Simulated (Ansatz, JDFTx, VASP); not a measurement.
## SiC: 3 runs at one level of theory

```
Si C
1.0
     3.07600    0.00000    0.00000
    -1.53800    2.66389    0.00000
     0.00000    0.00000    5.04800
Si C
2 2
Direct
  0.66667 0.33333 0.50000
  0.33333 0.66667 0.00000
  0.66667 0.33333 0.88500
  0.33333 0.66667 0.38500
```

Alike in all runs: task single point; functional LDA; k mesh 10 × 10 × 5; occupations gaussian, width 0.05 eV; no spin polarisation; no spin-orbit coupling. LDA stands for any of its common fits. Pressure is positive in compression and, in plane waves, holds the error of the finite cutoff, which Ansatz's Pulay term estimates and takes out.

```csv
program and potentials,plane-wave cutoff (eV),notes,pressure (GPa),largest force (eV/Å)
"Ansatz, Ansatz PAW",420,"potentials made for PBE, which Ansatz adapts in part; Pulay term of +0.39 GPa included",-3.98,0.733
"VASP, LDA PAW files C, Si, 520 eV",520,-,-3.58,0.734
"JDFTx, PseudoDojo-SR-LDA-0.4.1-standard with smoothed tails",1116,-,-4.49,0.731
```

Force on atom 3 (C), eV/Å:

| program and potentials | x | y | z |
| --- | --- | --- | --- |
| Ansatz, Ansatz PAW | 0.000 | 0.000 | -0.733 |
| VASP, LDA PAW files C, Si, 520 eV | 0.000 | 0.000 | -0.734 |
| JDFTx, PseudoDojo-SR-LDA-0.4.1-standard with smoothed tails | 0.000 | 0.000 | -0.731 |

The pressure spans -4.49 (JDFTx, PseudoDojo-SR-LDA-0.4.1-standard with smoothed tails) to -3.58 GPa (VASP, LDA PAW files C, Si, 520 eV). The atoms of the given cell lie far from their minimum at this level.

Differences between rows come from potentials, basis sets and numerical settings, since the functional is the same but for its coding. Runs on potential files found faulty are left out.
